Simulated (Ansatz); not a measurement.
**SnS: ³³S nuclear quadrupole resonance**

Cell: a structure deposited in the COD, ions relaxed with PBE at fixed cell.

```
CELL_PARAMETERS angstrom
11.32000 0.00000 0.00000
0.00000 4.05000 0.00000
0.00000 0.00000 4.24200
ATOMIC_POSITIONS crystal
Sn 0.12035 0.25000 0.10796
Sn 0.37965 0.75000 0.60796
Sn 0.62035 0.25000 0.39204
Sn 0.87965 0.75000 0.89204
S 0.85167 0.25000 0.47695
S 0.64833 0.75000 0.97695
S 0.35167 0.25000 0.02305
S 0.14833 0.75000 0.52305
```

Atoms are numbered from 1 in the order listed; like atoms form one site, named after its first atom.

The numbers come from a DFT calculation in Ansatz (r2SCAN, plane waves and PAW, scalar-relativistic, 500 eV cutoff, Γ-centred 4×11×10 k-points, Fermi–Dirac smearing 0.02 eV).

³³S: I = 3/2, Q = -69.40 mb (year-2017 value). Static lattice, zero field.

(1) Predict the zero-field ³³S lines of each site.

Results:

(1) For I = 3/2 there is one line, ν = (|C_Q|/2)(1 + η²/3)^½.

| site | atoms | V_zz (10²¹ V/m²) | C_Q (MHz) | η | line frequencies (MHz) |
| --- | --- | --- | --- | --- | --- |
| S | 5, 6, 7, 8 | -3.05 | 5.13 | 0.08 | 2.57 |

At S V_zz stands upright on the plane through its three neighbours (within 11°).

Without spin–orbit coupling (the program notes it for Sn) the gradients can shift somewhat, as the gap is small.
